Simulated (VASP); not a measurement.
The system is AlN.

```xyz
2
Lattice="0.0000 2.1883 2.1883 2.1883 0.0000 2.1883 2.1883 2.1883 0.0000" Properties=species:S:1:pos:R:3 pbc="T T T"
Al    0.0000    0.0000    0.0000
N     3.2824    3.2824    3.2824
```

Measurements of this composition are mostly on another form, of space group No. 186.

Base run:

| Quantity | Value |
| --- | --- |
| Program | VASP 6.6.1 |
| Functional | PBE |
| Potentials or basis | VASP PAW PBE potentials, release 64 (Al, N) |
| Cutoff | 520 eV |
| k mesh | 10 × 10 × 10 |
| Occupations | gaussian, width 0.03 eV |
| Spin | no spin polarisation |

Its results: band gap on the k mesh 3.31 eV, indirect (least direct gap 4.14 eV).

After a change of settings the same cell gave: band gap on the k mesh 4.81 eV, indirect (least direct gap 5.28 eV). Which change was it?
A. further incar settings from ALGO = Normal; EDIFF = 1e-06; NBANDS = 28 to ALGO = Normal; EDIFF = 1e-06; NBANDS = 11
B. functional from PBE to r2SCAN; further incar settings from ALGO = Normal; EDIFF = 1e-06; NBANDS = 28 to ALGO = Normal; EDIFF = 1e-06; NBANDS = 11
C. functional from PBE to TB-mBJ; further incar settings from ALGO = Normal; EDIFF = 1e-06; NBANDS = 28 to ALGO = Normal; EDIFF = 1e-06; NBANDS = 11

C.
